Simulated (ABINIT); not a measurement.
# Mo in ABINIT: the effect of dispersion

The system is Mo.

```
Mo
1.0
    -1.58381    1.58381    1.58381
     1.58381   -1.58381    1.58381
     1.58381    1.58381   -1.58381
Mo
1
Direct
  0.00000 0.00000 0.00000
```

Alike in all runs:

| Item | Value |
| --- | --- |
| Program | ABINIT 10.8.3 (patched build) |
| Task | equation of state |
| Functional | PBE |
| Potentials or basis | JTH PAW PBE v2.0 |
| Cutoff | 408 eV |
| k mesh | 12 × 12 × 12 |
| Occupations | fermi-dirac, width 0.05 eV |
| Spin | no spin polarisation |

Question: One run gave: V0 of scaled cells 15.79 Å³/atom; B0 262 GPa. Which dispersion did it use?
A. D4
B. none
C. D3(BJ)
D. D3

Answer: B.

| dispersion | V0 of scaled cells (Å³/atom) | B0 (GPa) |
| --- | --- | --- |
| D4 | 15.45 | 277 |
| none | 15.79 | 262 |
| D3 | 15.38 | 281 |
| D3(BJ) | 15.35 | 281 |

Caveats: pressures at fixed basis lie under the slope of the energies.

Not every run made on this cell is shown here.
